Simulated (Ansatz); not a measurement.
Set up this calculation in Ansatz 0.2.0, as the native input.

* Task: phonons
* Functional: PBEsol
* Potentials or basis: all-electron LAPW, scalar-relativistic
* Cutoff: 253 eV (chosen from the basis error)
* Basis error allowed: 0.001 eV/atom
* k mesh: 10 × 10 × 7
* Occupations: fermi-dirac, width 0.05 eV
* Spin: no spin polarisation

The system is TiSi.

```
Ti Si
1.0
     1.81618   -2.11762    0.00000
     1.81618    2.11762    0.00000
     0.00000    0.00000    3.80393
Ti Si
1 1
Direct
  0.50000 0.50000 0.00000
  0.00000 0.00000 0.50000
```

The cell comes from a database or a generator and needn't be the stable form of this composition.

The input as run:

input.yaml

```yaml
crystal:
  lattice:
    - [1.816178, -2.117624, 0.0]
    - [1.816178, 2.117624, 0.0]
    - [0.0, 0.0, 3.803934]
  atoms:
    - { symbol: Ti, position: [0.5, 0.5, 0.0] }
    - { symbol: Si, position: [0.0, 0.0, 0.5] }
kpoints:
  mp_grid: { grid: [10, 10, 7] }
scf:
  occupations: { method: fermi_dirac, width: 0.05 }
hamiltonian:
  xc: pbesol
  pseudopotentials: { kind: all_electron, lapw: { basis_error: 0.001 } }
output: {}
phonons:
  method: fd
  supercell: [1, 1, 1]
```

Potentials or basis: all-electron LAPW, scalar-relativistic.

Command:

```sh
$ ansatz run input.yaml --threads 1 --pin off --max-ram 3072MiB --backend cpu --events-out ev --progress --plain --runs-dir out
```

Results of the run:

| Property | Result |
| --- | --- |
| Band gap on the k mesh | none (metal or under the smearing width) |
| Highest phonon frequency at Γ | 353 cm⁻¹ |

Caveat: a metal's response needs a denser mesh.

It took 2.9 min on 1 thread of Arm Neoverse N1 (shared host), peak memory 0.45 GiB.
